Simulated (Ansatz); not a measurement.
Electric field gradients in AlP under strain

The cell is a structure deposited in the COD, relaxed with PBE at fixed cell and then changed (z stretched by 1 %, ions relaxed).

```
Al P
1.0
     0.00000    2.71000    2.73710
     2.71000    0.00000    2.73710
     2.71000    2.71000    0.00000
Al P
1 1
Direct
  0.00000 0.00000 0.00000
  0.25000 0.25000 0.25000
```

Atoms are numbered from 1 in the order listed; like atoms form one site, named after its first atom.

All values are calculated (Ansatz; DFT, PBE, plane waves and PAW, scalar-relativistic, 420 eV cutoff, Γ-centred 14×14×14 k-points, Fermi–Dirac smearing 0.02 eV), not measured.

V_zz is the principal component of the electric field gradient with the largest magnitude, η = (V_xx − V_yy)/V_zz and C_Q = eQV_zz/h. Directions are in the Cartesian axes of the cell vectors above, for the atom listed; none is given where the gradient is under 0.02 or η is above 0.95.

| site | first atom | first shell | V_zz (10²¹ V/m²) | η | direction of V_zz (x, y, z) |
| --- | --- | --- | --- | --- | --- |
| Al | 1 | 4 P at 2.35 Å | -0.085 | 0.00 | 0.00 0.00 1.00 |
| P | 2 | 4 Al at 2.35 Å | 0.12 | 0.00 | 0.00 0.00 1.00 |

An axis of threefold or higher order runs through Al and P, so V_zz lies along it and η is zero.
